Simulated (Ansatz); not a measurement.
SrCl2 (3R-MoS2 type), relaxed with r2SCAN+rVV10 in the PAW code Ansatz. Space group R3m (No. 160), trigonal; a = 4.171 Å, c = 18.405 Å in the conventional setting, 30.82 Å³ an atom. Around Sr lie 6 Cl at 2.92 Å; around Cl lie 3 Sr at 2.92 Å.

The axes x, y and z are those of this cell:
```yaml
crystal:
  lattice:
    - [2.08574, 1.20420, 6.13505]
    - [-2.08574, 1.20420, 6.13505]
    - [0.00000, -2.40841, 6.13505]
  atoms:
    - { symbol: Sr, position: [0.00020, 0.00020, 0.00020] }
    - { symbol: Cl, position: [0.42277, 0.42277, 0.42277] }
    - { symbol: Cl, position: [0.24369, 0.24369, 0.24369] }
```

Unstrained: The PBE gap is direct at Γ: 4.340 eV. With r2SCAN the gap is 4.866 eV and direct, at Γ. HSE06 gives a direct gap of 5.572 eV at Γ. Meshes: PBE 8×8×8, r2SCAN 8×8×8, HSE06 6×6×6. Strains are changes of length per length, and xy shears are angles. After each strain the atoms were relaxed again with r2SCAN+rVV10 within the symmetry that the strain leaves, so tilts or polar shifts that break it weren't tested; points keep the names that they have in the unstrained zone. Values at 0 K without nuclear motion; spin polarisation is off, and the phase may be a hypothetical one.

(1) Apply xy shear, engineering strain (angle) -1.56 %. How far does the gap move, against the unstrained cell?

Results:

(1) PBE: the gap goes from 4.340 to 4.339 eV (-0.001 eV). r2SCAN: the gap goes from 4.866 to 4.865 eV (-0.001 eV).
